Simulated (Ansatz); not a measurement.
**Property card for TiO₂**

Theory: Ansatz, DFT PBE, scalar-relativistic, plane waves, PAW.

Plane waves to 420 eV, a k mesh through Γ of 8×8×6 on the computed 6-atom cell and Gaussian smearing (0.02 eV); no spin polarisation.

The structure is relaxed at this level of theory with its symmetry kept.

```
CELL_PARAMETERS angstrom
2.68621 -2.68628 -0.01957
2.68621 2.68628 -0.01957
-2.64893 0.00000 4.86900
ATOMIC_POSITIONS crystal
Ti 0.12511 0.87489 0.25000
Ti 0.87489 0.12511 0.75000
O 0.33142 0.08163 0.66295
O 0.66858 0.91837 0.33705
O 0.91837 0.66858 0.83705
O 0.08163 0.33142 0.16295
```

**Question.** Formation energy from the elements' standard states (uncorrected)?

**Answer.** -3.049 eV/atom.

**Question.** Kohn–Sham band gap?

**Answer.** 2.12 eV.

**Question.** Löwdin character of the top 1 eV of the valence band?

**Answer.** O 2p 93 %.

**Question.** Löwdin character of the lowest 1 eV of the conduction band?

**Answer.** Ti 3d 91 %.

**Question.** Bader charges (e)?

**Answer.** Ti (2 in the cell) 2.28, O (4 in the cell) -1.14.

A ferromagnetic start lost its moments in a first run, so spin was left out; other magnetic orders weren't tried.